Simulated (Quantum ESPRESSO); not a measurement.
Write the native input for Quantum ESPRESSO 7.5 that does the following.

| Quantity | Value |
| --- | --- |
| Task | single point |
| Functional | PBEsol |
| Potentials or basis | GBRV 1.5 PBEsol |
| Cutoff | 612 eV |
| Density cutoff | 4898 eV |
| k mesh | 10 × 10 × 9 |
| Occupations | fermi-dirac, width 0.05 eV |
| Spin | collinear spin, zero start |
| Starting moments | [0.0, 0.0] μB |
| Fixed moment | 2 μB |
| Hubbard terms | Ta d U = 4.5 eV |
| Start of the occupations | hund_shuffled |
| Hubbard projectors | ortho-atomic |
| Mixing beta | 0.3 |
| Most SCF iterations | 120 |
| SCF threshold | 4e-10 Ry |

The system is TaN.

```xyz
2
Lattice="2.9380 0.0000 0.0000 -1.4690 2.5444 0.0000 0.0000 0.0000 2.8830" Properties=species:S:1:pos:R:3 pbc="T T T"
Ta    0.0214    0.0212    1.3933
N     1.4195    0.8621    0.0169
```

The cell isn't the ideal one: atoms moved at random, drawn with an rms of 0.05 Å.

The input as run:

pw.in

```
&CONTROL
  calculation = 'scf'
  prefix = 'pwscf'
  outdir = './tmp'
  pseudo_dir = './pseudo'
  tprnfor = .true.
  tstress = .true.
  disk_io = 'nowf'
/
&SYSTEM
  ibrav = 0
  nat = 2
  ntyp = 2
  ecutwfc = 45
  ecutrho = 360
  nbnd = 18
  occupations = 'smearing'
  smearing = 'fd'
  degauss = 0.00367493
  nspin = 2
  starting_magnetization(1) = 0
  starting_magnetization(2) = 0
  tot_magnetization = 2
  starting_ns_eigenvalue(1,1,1) = 1
  starting_ns_eigenvalue(2,1,1) = 1
  starting_ns_eigenvalue(3,1,1) = 0
  starting_ns_eigenvalue(4,1,1) = 0
  starting_ns_eigenvalue(5,1,1) = 1
  starting_ns_eigenvalue(1,2,1) = 0
  starting_ns_eigenvalue(2,2,1) = 0
  starting_ns_eigenvalue(3,2,1) = 0
  starting_ns_eigenvalue(4,2,1) = 0
  starting_ns_eigenvalue(5,2,1) = 0
  nosym = .true.
/
&ELECTRONS
  conv_thr = 4d-10
  electron_maxstep = 120
  mixing_beta = 0.3
/
ATOMIC_SPECIES
Ta   180.9479 ta_pbesol_v1.uspp.F.UPF
N     14.0070 n_pbesol_v1.2.uspp.F.UPF
CELL_PARAMETERS angstrom
   2.9380000000    0.0000000000    0.0000000000
  -1.4690000000    2.5443826363    0.0000000000
   0.0000000000    0.0000000000    2.8830000000
ATOMIC_POSITIONS crystal
Ta     0.0114440000    0.0083290000    0.4832640000
N      0.6525550000    0.3388060000    0.0058730000
K_POINTS automatic
10 10 9 0 0 0
HUBBARD {ortho-atomic}
U Ta-5d 4.5
```

Potentials or basis: GBRV 1.5 PBEsol.

Launch:

```bash
$ OMP_NUM_THREADS=1 pw.x -in pw.in > pw.out
```

It gave:

```
Pressure                                              : 30.7 GPa
Largest force                                         : 0.655 eV/Å
Net moment                                            : 2.00 μB per cell
Absolute moment                                       : 2.03 μB per cell
Site moments                                          : Ta +0.85; N +0.02 μB
Valence electrons inside the program's atomic spheres : Ta 8.65; N 4.79
```

Caveat: the moment is held away from its start; the total moment is fixed, so each spin has its own Fermi level.

Run time: 3.9 min on 1 thread of Arm Neoverse V2, with other jobs on the host, peak memory 0.38 GiB.
